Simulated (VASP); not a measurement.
## HgTe (strained zincblende): one PBE single-point calculation in two programs

```
Hg Te
1.0
     0.00000    3.38783    3.38783
     3.38783    0.00000    3.38783
     3.38783    3.38783    0.00000
Hg Te
1 1
Direct
  0.00000 0.00000 0.00000
  0.25000 0.25000 0.25000
```

Each program uses its own PAW datasets. VASP's cell holds 18 valence electrons and Ansatz's 36. Ansatz's stress includes a Pulay correction; VASP's doesn't.

Cutoffs: 520 eV in VASP, 420 eV in Ansatz. k meshes: 6×6×6 and 6×6×6.

```json
{"": "gap between bands v and c", "VASP": "0.00 eV", "Ansatz": "0.00 eV"}
{"": "least direct gap", "VASP": "0.00 eV", "Ansatz": "0.00 eV"}
{"": "pressure", "VASP": "-1.6 GPa", "Ansatz": "-1.6 GPa"}
```

Band v is the last that the valence electrons fill when counted band by band, and c is the next. Levels in eV from the top of v, Ansatz:

| point | v−1 | v | c | c+1 |
| --- | --- | --- | --- | --- |
| Γ | 0.00 | 0.00 | 0.00 | 4.46 |
| X | -1.72 | -1.72 | 1.90 | 2.84 |
| K | -2.23 | -1.43 | 2.19 | 4.05 |
| L | -0.74 | -0.74 | 0.70 | 5.16 |
| W | -1.99 | -1.98 | 2.74 | 4.72 |

VASP:

```tsv
point	v−1	v	c	c+1
Γ	0.00	0.00	0.00	4.45
X	-1.73	-1.73	1.89	2.83
K	-2.24	-1.43	2.19	4.05
L	-0.74	-0.74	0.69	5.14
W	-1.99	-1.99	2.74	4.72
```
